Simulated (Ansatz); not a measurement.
Structure: MgH2 (Pbca) from a database of computed structures, at its r2SCAN minimum. Space group Pbca (No. 61), orthorhombic; a = 4.742 Å, b = 9.294 Å, c = 4.869 Å in the conventional setting, 8.94 Å³ an atom. Mg is surrounded by 7 H at 1.90–2.16 Å; H is surrounded by 4 Mg at 1.99–2.16 Å; H is surrounded by 3 Mg at 1.90–2.05 Å.

```cif
data_structure
_symmetry_space_group_name_H-M 'Pbca'
_symmetry_Int_Tables_number 61
_cell_length_a 4.7416
_cell_length_b 9.2945
_cell_length_c 4.8688
_cell_angle_alpha 90.000
_cell_angle_beta 90.000
_cell_angle_gamma 90.000
_cell_volume 214.57
loop_
_atom_site_label
_atom_site_type_symbol
_atom_site_symmetry_multiplicity
_atom_site_Wyckoff_symbol
_atom_site_fract_x
_atom_site_fract_y
_atom_site_fract_z
_atom_site_occupancy
Mg1 Mg 8 c 0.27381 0.11696 0.03041 1
H1 H 8 c 0.51281 0.47450 0.24230 1
H2 H 8 c 0.33903 0.70392 0.37861 1
```

3 runs of Ansatz 0.2.0 on this cell differ in the functional (and in the settings that go with it). Levels are in eV from each run's valence top; v1 is the last filled band, c1 the first empty one.

Run A, mean stress +1.2 GPa (compression positive):

| point | v4 | v3 | v2 | v1 | c1 | c2 |
| --- | --- | --- | --- | --- | --- | --- |
| Γ | -1.71 | -1.65 | -0.11 | 0.00 | 2.03 | 2.39 |
| X | -1.55 | -1.55 | -1.19 | -1.19 | 2.98 | 2.98 |
| S | -1.12 | -1.12 | -1.12 | -1.12 | 3.23 | 3.23 |
| Y | -1.46 | -1.46 | -0.06 | -0.06 | 2.60 | 2.60 |
| Z | -1.74 | -1.74 | -0.70 | -0.70 | 3.05 | 3.05 |
| U | -1.51 | -1.51 | -1.51 | -1.51 | 4.22 | 4.22 |

Run B, mean stress +0.1 GPa (compression positive):

| point | v4 | v3 | v2 | v1 | c1 | c2 |
| --- | --- | --- | --- | --- | --- | --- |
| Γ | -1.81 | -1.78 | -0.11 | 0.00 | 2.96 | 3.38 |
| X | -1.68 | -1.68 | -1.27 | -1.27 | 4.00 | 4.00 |
| S | -1.21 | -1.21 | -1.21 | -1.21 | 4.23 | 4.23 |
| Y | -1.59 | -1.59 | -0.06 | -0.06 | 3.55 | 3.55 |
| Z | -1.89 | -1.89 | -0.75 | -0.75 | 4.03 | 4.03 |
| U | -1.64 | -1.64 | -1.64 | -1.64 | 5.26 | 5.26 |

Run C, mean stress 0.0 GPa (compression positive):

| point | v4 | v3 | v2 | v1 | c1 | c2 |
| --- | --- | --- | --- | --- | --- | --- |
| Γ | -1.71 | -1.66 | -0.09 | 0.00 | 2.59 | 3.03 |
| X | -1.57 | -1.57 | -1.19 | -1.19 | 3.65 | 3.65 |
| S | -1.14 | -1.14 | -1.14 | -1.14 | 3.86 | 3.86 |
| Y | -1.50 | -1.50 | -0.05 | -0.05 | 3.17 | 3.17 |
| Z | -1.76 | -1.76 | -0.69 | -0.69 | 3.66 | 3.66 |
| U | -1.54 | -1.54 | -1.54 | -1.54 | 4.86 | 4.86 |

Question: Match the runs to PBE, r2SCAN, HSE06.

Answer: A is PBE, B is HSE06, C is r2SCAN. In order of the gap: PBE 2.03, r2SCAN 2.59, HSE06 2.96 eV.

No spin polarisation and no zero-point or thermal motion.

The program warns that its thresholds are loose for a hybrid's stress.

The meshes of the hybrids are coarse, so their gaps aren't converged to the digits shown.
